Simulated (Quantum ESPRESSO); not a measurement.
# GaN (P6_3mc) in Quantum ESPRESSO: settings compared

The runs below take GaN through Wannier functions, dielectric tensor, phonons, phonon dispersion, with PBE, PBEsol, WC.

Program: Quantum ESPRESSO 7.5. These are calculated values, not measurements. Logs are shortened: lines on timing, memory, paths and dates and some standing lists are left out, and cuts for length are marked.

**The experiment to reproduce.**

“Studying electronic properties in GaN without electrical contacts using γ-γ vs e−-γ Perturbed Angular Correlations”, 2019, pmc:6823545 quotes, for a bulk crystal of GaN: band gap 3.503 ± 0.005 eV (direct).

The runs below are set against these values where they give the same quantity.

## (1) The structure

The structure is hexagonal, space group P6_3mc (No. 186). The conventional cell has a = 3.180 Å, b = 3.180 Å, c = 5.166 Å, α = 90.00°, β = 90.00°, γ = 120.00°. Ga (site symmetry 3m) is surrounded by 4 N at 1.94 to 1.95 Å. N (site symmetry 3m) is surrounded by 4 Ga at 1.94 to 1.95 Å.

## (2) Wannier functions, PBE

Contents of pw.in:

```
&CONTROL
  calculation = 'scf'
  prefix = 'pwscf'
  outdir = './tmp'
  pseudo_dir = './pseudo'
  tprnfor = .true.
  tstress = .true.
  disk_io = 'low'
/
&SYSTEM
  ibrav = 0
  celldm(1) = 8
  nat = 4
  ntyp = 2
  ecutwfc = 56
  ecutrho = 448
  nbnd = 33
  occupations = 'smearing'
  smearing = 'fd'
  degauss = 0.00367493
/
&ELECTRONS
  conv_thr = 8d-10
  electron_maxstep = 120
  mixing_beta = 0.5
/
ATOMIC_SPECIES
Ga    69.7230 ga_pbe_v1.4.uspp.F.UPF
N     14.0070 n_pbe_v1.2.uspp.F.UPF
CELL_PARAMETERS alat
  0.7511661345387   0.0000000000000   0.0000000000000
 -0.3755830672694   0.6505289549650   0.0000000000000
  0.0000000000000   0.0000000000000   1.2202906449771
ATOMIC_POSITIONS crystal
Ga     0.6666666667    0.3333333333    0.5000000000
Ga     0.3333333333    0.6666666667    0.0000000000
N      0.6666666667    0.3333333333    0.8750000000
N      0.3333333333    0.6666666667    0.3750000000
K_POINTS automatic
8 8 4 0 0 0
```

Contents of nscf.in:

```
&CONTROL
  calculation = 'nscf'
  prefix = 'pwscf'
  outdir = './tmp'
  pseudo_dir = './pseudo'
  disk_io = 'low'
/
&SYSTEM
  ibrav = 0
  celldm(1) = 8
  nat = 4
  ntyp = 2
  ecutwfc = 56
  ecutrho = 448
  nbnd = 26
  occupations = 'smearing'
  smearing = 'fd'
  degauss = 0.00367493
  nosym = .true.
  noinv = .true.
/
&ELECTRONS
  conv_thr = 1d-09
  electron_maxstep = 120
  mixing_beta = 0.5
  diago_full_acc = .true.
  startingwfc = 'random'
/
ATOMIC_SPECIES
Ga    69.7230 ga_pbe_v1.4.uspp.F.UPF
N     14.0070 n_pbe_v1.2.uspp.F.UPF
CELL_PARAMETERS alat
  0.7511661345387   0.0000000000000   0.0000000000000
 -0.3755830672694   0.6505289549650   0.0000000000000
  0.0000000000000   0.0000000000000   1.2202906449771
ATOMIC_POSITIONS crystal
Ga     0.6666666667    0.3333333333    0.5000000000
Ga     0.3333333333    0.6666666667    0.0000000000
N      0.6666666667    0.3333333333    0.8750000000
N      0.3333333333    0.6666666667    0.3750000000
K_POINTS crystal
108
  0.00000000   0.00000000   0.00000000 9.25925926e-03
  0.00000000   0.00000000   0.33333333 9.25925926e-03
  0.00000000   0.00000000   0.66666667 9.25925926e-03
  0.00000000   0.16666667   0.00000000 9.25925926e-03
  0.00000000   0.16666667   0.33333333 9.25925926e-03
  0.00000000   0.16666667   0.66666667 9.25925926e-03
[... 100 lines left out ...]
  0.83333333   0.83333333   0.33333333 9.25925926e-03
  0.83333333   0.83333333   0.66666667 9.25925926e-03
```

Contents of pw2wan.in:

```
&INPUTPP
  prefix = 'pwscf'
  outdir = './tmp'
  seedname = 'w'
  write_mmn = .true.
  write_amn = .true.
  scdm_proj = .true.
  scdm_entanglement = 'isolated'
/
```

Contents of bands.in:

```
&CONTROL
  calculation = 'bands'
  prefix = 'pwscf'
  outdir = './tmp'
  pseudo_dir = './pseudo'
  disk_io = 'low'
/
&SYSTEM
  ibrav = 0
  celldm(1) = 8
  nat = 4
  ntyp = 2
  ecutwfc = 56
  ecutrho = 448
  nbnd = 26
  occupations = 'smearing'
  smearing = 'fd'
  degauss = 0.00367493
/
&ELECTRONS
  conv_thr = 1d-08
  electron_maxstep = 120
  mixing_beta = 0.5
  diago_full_acc = .true.
  startingwfc = 'random'
/
ATOMIC_SPECIES
Ga    69.7230 ga_pbe_v1.4.uspp.F.UPF
N     14.0070 n_pbe_v1.2.uspp.F.UPF
CELL_PARAMETERS alat
  0.7511661345387   0.0000000000000   0.0000000000000
 -0.3755830672694   0.6505289549650   0.0000000000000
  0.0000000000000   0.0000000000000   1.2202906449771
ATOMIC_POSITIONS crystal
Ga     0.6666666667    0.3333333333    0.5000000000
Ga     0.3333333333    0.6666666667    0.0000000000
N      0.6666666667    0.3333333333    0.8750000000
N      0.3333333333    0.6666666667    0.3750000000
K_POINTS crystal
66
  0.00000000   0.00000000   0.00000000 1
  0.05555600   0.00000000   0.00000000 1
  0.11111100   0.00000000   0.00000000 1
  0.16666700   0.00000000   0.00000000 1
  0.22222200   0.00000000   0.00000000 1
  0.27777800   0.00000000   0.00000000 1
[... 58 lines left out ...]
  0.33333300   0.33333300   0.40000000 1
  0.33333300   0.33333300   0.50000000 1
```

Contents of w.win:

```
num_wann = 18
num_bands = 18
auto_projections = true
num_iter = 1200
conv_tol = 1.0d-8
conv_window = 4
num_print_cycles = 200
fermi_energy = 12.0394
bands_plot = true
write_hr = true
mp_grid = 6 6 3
exclude_bands = 1-6,25-26
begin unit_cell_cart
ang
  3.1800000000   0.0000000000   0.0000000000
 -1.5900000000   2.7539607840   0.0000000000
  0.0000000000   0.0000000000   5.1660000000
end unit_cell_cart
begin atoms_frac
Ga   0.6666666667   0.3333333333   0.5000000000
Ga   0.3333333333   0.6666666667   0.0000000000
N    0.6666666667   0.3333333333   0.8750000000
N    0.3333333333   0.6666666667   0.3750000000
end atoms_frac
begin kpoint_path
G   0.0000000000   0.0000000000   0.0000000000  M   0.5000000000   0.0000000000   0.0000000000
M   0.5000000000   0.0000000000   0.0000000000  K   0.3333333333   0.3333333333   0.0000000000
K   0.3333333333   0.3333333333   0.0000000000  G   0.0000000000   0.0000000000   0.0000000000
G   0.0000000000   0.0000000000   0.0000000000  A   0.0000000000   0.0000000000   0.5000000000
A   0.0000000000   0.0000000000   0.5000000000  L   0.5000000000   0.0000000000   0.5000000000
L   0.5000000000   0.0000000000   0.5000000000  H   0.3333333333   0.3333333333   0.5000000000
H   0.3333333333   0.3333333333   0.5000000000  A   0.0000000000   0.0000000000   0.5000000000
L   0.5000000000   0.0000000000   0.5000000000  M   0.5000000000   0.0000000000   0.0000000000
K   0.3333333333   0.3333333333   0.0000000000  H   0.3333333333   0.3333333333   0.5000000000
end kpoint_path
bands_num_points = 9
begin kpoints
  0.00000000   0.00000000   0.00000000
  0.00000000   0.00000000   0.33333333
  0.00000000   0.00000000   0.66666667
  0.00000000   0.16666667   0.00000000
  0.00000000   0.16666667   0.33333333
  0.00000000   0.16666667   0.66666667
[... 100 lines left out ...]
  0.83333333   0.83333333   0.33333333
  0.83333333   0.83333333   0.66666667
end kpoints
```

Potentials or basis: GBRV 1.5 PBE.

Command:

```
$ OMP_NUM_THREADS=1 pw.x -in pw.in > pw.out
$ OMP_NUM_THREADS=1 pw.x -in nscf.in > nscf.out
$ wannier90.x -pp w
$ OMP_NUM_THREADS=1 pw2wannier90.x -in pw2wan.in > pw2wan.out
$ wannier90.x w
$ OMP_NUM_THREADS=1 pw.x -in bands.in > bands.out
```

pw.out:

```text
This program is part of the open-source Quantum ESPRESSO suite
     for quantum simulation of materials; please cite
[... 9 lines left out ...]
     --------------------
     sticks:   dense  smooth     PW     G-vecs:    dense   smooth      PW
     Sum        1123     559    163                48899    17333    2863

     Using Slab Decomposition

     bravais-lattice index     =            0
     lattice parameter (alat)  =       8.0000  a.u.
     unit-cell volume          =     305.3064 (a.u.)^3
     number of atoms/cell      =            4
     number of atomic types    =            2
     number of electrons       =        48.00
     number of Kohn-Sham states=           33
     kinetic-energy cutoff     =      56.0000  Ry
     charge density cutoff     =     448.0000  Ry
     scf convergence threshold =      8.0E-10
     mixing beta               =       0.5000
     number of iterations used =            8  plain     mixing
     Exchange-correlation= SLA  PW   PBE  PBE
                           (   1   4   3   4   0   0   0)

     celldm(1)=   8.000000  celldm(2)=   0.000000  celldm(3)=   0.000000
     celldm(4)=   0.000000  celldm(5)=   0.000000  celldm(6)=   0.000000

     crystal axes: (cart. coord. in units of alat)
               a(1) = (   0.751166   0.000000   0.000000 )
               a(2) = (  -0.375583   0.650529   0.000000 )
               a(3) = (   0.000000   0.000000   1.220291 )

     reciprocal axes: (cart. coord. in units 2 pi/alat)
               b(1) = (  1.331263  0.768605 -0.000000 )
               b(2) = (  0.000000  1.537211  0.000000 )
               b(3) = (  0.000000 -0.000000  0.819477 )

     PseudoPot. # 1 for Ga read from file:
     ga_pbe_v1.4.uspp.F.UPF
     Pseudo is Ultrasoft + core correction, Zval = 19.0
     Generated by new atomic code, or converted to UPF format
     Using radial grid of  871 points,  6 beta functions with:
                l(1) =   0
                l(2) =   0
                l(3) =   1
                l(4) =   1
                l(5) =   2
                l(6) =   2
     Q(r) pseudized with  8 coefficients,  rinner =    1.250   1.250   1.250
                                                       1.250   1.250

     PseudoPot. # 2 for N  read from file:
     n_pbe_v1.2.uspp.F.UPF
     Pseudo is Ultrasoft + core correction, Zval =  5.0
     Generated by new atomic code, or converted to UPF format
     Using radial grid of  729 points,  4 beta functions with:
                l(1) =   0
                l(2) =   0
                l(3) =   1
                l(4) =   1
     Q(r) pseudized with  8 coefficients,  rinner =    0.900   0.900   0.900

     atomic species   valence    mass     pseudopotential
     Ga               19.00    69.72300     Ga( 1.00)
     N                 5.00    14.00700     N ( 1.00)

     12 Sym. Ops. (no inversion) found ( 6 have fractional translation)

   Cartesian axes

     site n.     atom                  positions (alat units)
         1        Ga     tau(   1) = (   0.3755831   0.2168430   0.6101453  )
         2        Ga     tau(   2) = (  -0.0000000   0.4336860   0.0000000  )
         3        N      tau(   3) = (   0.3755831   0.2168430   1.0677543  )
         4        N      tau(   4) = (  -0.0000000   0.4336860   0.4576090  )

     number of k points=    30  Fermi-Dirac smearing, width (Ry)=  0.0037
                       cart. coord. in units 2pi/alat
        k(    1) = (   0.0000000   0.0000000   0.0000000), wk =   0.0078125
        k(    2) = (   0.0000000   0.0000000   0.2048692), wk =   0.0156250
        k(    3) = (   0.0000000   0.0000000  -0.4097385), wk =   0.0078125
        k(    4) = (   0.0000000   0.1921513   0.0000000), wk =   0.0468750
        k(    5) = (   0.0000000   0.1921513   0.2048692), wk =   0.0937500
        k(    6) = (   0.0000000   0.1921513  -0.4097385), wk =   0.0468750
[... 22 lines left out ...]
        k(   29) = (   0.3328159   0.7686053   0.2048692), wk =   0.0937500
        k(   30) = (   0.3328159   0.7686053  -0.4097385), wk =   0.0468750

     Dense  grid:    48899 G-vectors     FFT dimensions: (  45,  45,  72)

     Smooth grid:    17333 G-vectors     FFT dimensions: (  30,  30,  48)

     Check: negative core charge=   -0.000001

     Initial potential from superposition of free atoms

     starting charge      46.0000, renormalised to      48.0000
     Starting wfcs are   32 randomized atomic wfcs +    1 random wfcs

     Self-consistent Calculation

     iteration #  1     ecut=    56.00 Ry     beta= 0.50
     Davidson diagonalization with overlap
     ethr =  1.00E-02,  avg # of iterations =  4.7

     total energy              =    -866.03268749 Ry
     estimated scf accuracy    <      10.87764732 Ry
[... 57 lines left out ...]
     iteration # 10     ecut=    56.00 Ry     beta= 0.50
     Davidson diagonalization with overlap
     ethr =  6.16E-12,  avg # of iterations =  3.2

     End of self-consistent calculation

          k = 0.0000 0.0000 0.0000 (  2177 PWs)   bands (ev):

   -81.6659 -81.6657 -81.6657 -81.6655 -81.6655 -81.6645  -5.0214  -4.0504
    -2.3891  -2.3673  -2.3673  -2.3021  -2.3021  -2.1071  -2.1071  -2.0040
    -2.0040  -0.7633   3.8983   9.9812   9.9812  10.9842  11.0444  11.0444
    13.0344  15.3576  20.3019  20.9821  20.9821  21.9094  22.8295  22.8295
    25.6610
[... 83 lines left out ...]
   -81.6666 -81.6666 -81.6659 -81.6659 -81.6650 -81.6650  -3.9694  -3.9694
    -2.3130  -2.3130  -2.2055  -2.2055  -2.0993  -2.0993  -2.0219  -2.0219
    -1.0109  -1.0109   5.0994   5.0994   8.9933   8.9933   9.2667   9.2667
    15.7630  15.7630  18.9305  18.9305  21.0714  21.0714  23.1935  23.1935
    26.1001

          k = 0.0000-0.7686 0.0000 (  2180 PWs)   bands (ev):

   -81.6668 -81.6666 -81.6661 -81.6657 -81.6654 -81.6649  -4.0710  -3.8785
    -2.3191  -2.2939  -2.1967  -2.1501  -2.1009  -2.0948  -2.0146  -1.9774
    -0.8853  -0.3484   4.5535   5.7481   6.7694   8.2610   8.7825  10.0544
    16.1253  16.6672  17.1191  19.7177  21.4385  21.4947  23.5386  24.5311
    25.1604

          k = 0.0000-0.7686 0.2049 (  2170 PWs)   bands (ev):

   -81.6668 -81.6667 -81.6660 -81.6658 -81.6652 -81.6649  -4.0165  -3.8801
    -2.3325  -2.2637  -2.2409  -2.1545  -2.1237  -2.0521  -2.0131  -1.9905
    -0.8305  -0.4431   4.2785   5.1444   7.7054   8.4906   9.3178   9.7489
    15.3896  16.1639  18.6598  18.9509  21.4112  21.9001  21.9965  24.6144
    24.9008

          k = 0.0000-0.7686-0.4097 (  2160 PWs)   bands (ev):

   -81.6668 -81.6668 -81.6659 -81.6659 -81.6650 -81.6650  -3.9209  -3.9209
    -2.3222  -2.3222  -2.1909  -2.1909  -2.0775  -2.0775  -2.0067  -2.0067
    -0.6601  -0.6601   4.3976   4.3976   9.0832   9.0832   9.1175   9.1175
    15.4811  15.4811  18.8869  18.8869  21.0752  21.0752  23.3104  23.3104
    26.3764
[... 115 lines left out ...]
   -81.6666 -81.6666 -81.6662 -81.6662 -81.6650 -81.6650  -3.8832  -3.8832
    -2.2605  -2.2605  -2.2214  -2.2214  -2.0920  -2.0920  -2.0486  -2.0486
    -0.3946  -0.3946   4.7676   4.7676   7.1096   7.1096   9.5030   9.5030
    17.1465  17.1465  18.8023  18.8023  20.0558  20.0558  24.3261  24.3261
    25.9921

     the Fermi energy is    12.1019 ev

!    total energy              =    -871.09998293 Ry
     estimated scf accuracy    <          5.5E-11 Ry
     smearing contrib. (-TS)   =      -0.00000000 Ry
     internal energy E=F+TS    =    -871.09998293 Ry

     The total energy is F=E-TS. E is the sum of the following terms:
     one-electron contribution =    -672.24608541 Ry
     hartree contribution      =     362.09986878 Ry
     xc contribution           =    -108.20255786 Ry
     ewald contribution        =    -452.75120843 Ry

     convergence has been achieved in  10 iterations

     Forces acting on atoms (cartesian axes, Ry/au):

     atom    1 type  1   force =     0.00000000    0.00000000   -0.00531018
     atom    2 type  1   force =     0.00000000    0.00000000   -0.00531018
     atom    3 type  2   force =     0.00000000    0.00000000    0.00531018
     atom    4 type  2   force =     0.00000000    0.00000000    0.00531018

     Total force =     0.010620     Total SCF correction =     0.000017

     Computing stress (Cartesian axis) and pressure

          total   stress  (Ry/bohr**3)                   (kbar)     P=       76.17
   0.00046899   0.00000000   0.00000000           68.99        0.00        0.00
   0.00000000   0.00046899   0.00000000            0.00       68.99        0.00
   0.00000000   0.00000000   0.00061550            0.00        0.00       90.54

=------------------------------------------------------------------------------=
   JOB DONE.
=------------------------------------------------------------------------------=
```

Wall time 5.1 min (1 thread of Arm Neoverse V1, shared host); peak memory 0.25 GiB.

Results:

| Item | Value |
| --- | --- |
| Free energy | -11851.9190 eV |
| Pressure | 7.6 GPa |
| Largest force | 0.137 eV/Å |
| Band gap on the k mesh | 1.99 eV, direct |
| Band gap along the path | 1.99 eV, direct |
| Total Wannier spread | 10.37 Å² over 18 functions |
| RMS miss of the Wannier bands | 0.013 eV |

Forces in eV/Å, atoms in the order of the input:
```
Ga   0.000  0.000 -0.137
Ga   0.000  0.000 -0.137
N    0.000  0.000  0.137
N    0.000  0.000  0.137
```

Stress tensor (GPa, compression positive):
```
6.90 0.00 0.00
0.00 6.90 0.00
0.00 0.00 9.05
```

Levels at the corners of the path, in eV from the valence-band top:
```
point  band 21  band 22  band 23  band 24  band 25  band 26
    Γ    -1.06    -0.06     0.00     0.00     1.99     4.31
    M    -4.27    -2.78    -2.26    -0.99     5.08     5.62
    K    -5.34    -3.04    -3.04    -2.71     5.13     7.88
    Γ    -1.06    -0.06     0.00     0.00     1.99     4.31
    A    -0.54    -0.54    -0.54    -0.54     4.31     4.31
    L    -1.96    -1.96    -1.93    -1.93     4.44     4.44
    H    -4.22    -4.22    -1.51    -1.51     6.50     6.50
    A    -0.54    -0.54    -0.54    -0.54     4.31     4.31
    L    -1.96    -1.96    -1.93    -1.93     4.44     4.44
    M    -4.27    -2.78    -2.26    -0.99     5.08     5.62
    K    -5.34    -3.04    -3.04    -2.71     5.13     7.88
    H    -4.22    -4.22    -1.51    -1.51     6.50     6.50
```

Wannier functions:
```
function  nearest atom  distance (Å)  spread (Å²)  on-site energy from the reference level (eV)
       1           4 N          0.52         0.98                                         -7.15
       2           4 N          0.52         0.98                                         -7.15
       3           4 N          0.52         0.98                                         -7.15
       4           3 N          0.52         0.98                                         -7.15
       5           3 N          0.52         0.98                                         -7.15
       6           3 N          0.52         0.98                                         -7.15
       7          2 Ga          0.00         0.25                                        -14.08
       8          1 Ga          0.00         0.25                                        -14.08
       9          1 Ga          0.01         0.25                                        -14.02
      10          2 Ga          0.01         0.25                                        -14.02
      11          2 Ga          0.01         0.25                                        -14.00
      12          1 Ga          0.01         0.25                                        -14.00
      13          1 Ga          0.01         0.25                                        -13.94
      14          2 Ga          0.01         0.25                                        -13.94
      15           4 N          0.52         0.99                                         -7.15
      16          1 Ga          0.01         0.25                                        -13.93
      17          2 Ga          0.01         0.25                                        -13.93
      18           3 N          0.52         0.99                                         -7.15
```

Parts of the spread (Å²): invariant 9.20, diagonal 0.004, off-diagonal 1.16, total 10.37. Against the direct bands the interpolation misses by 13 meV (root mean square) and 121 meV at most, for states up to 1 eV over the reference level.

Caveat: the Wannier minimisation didn't converge.

(Part 1 of 4 ends here.)
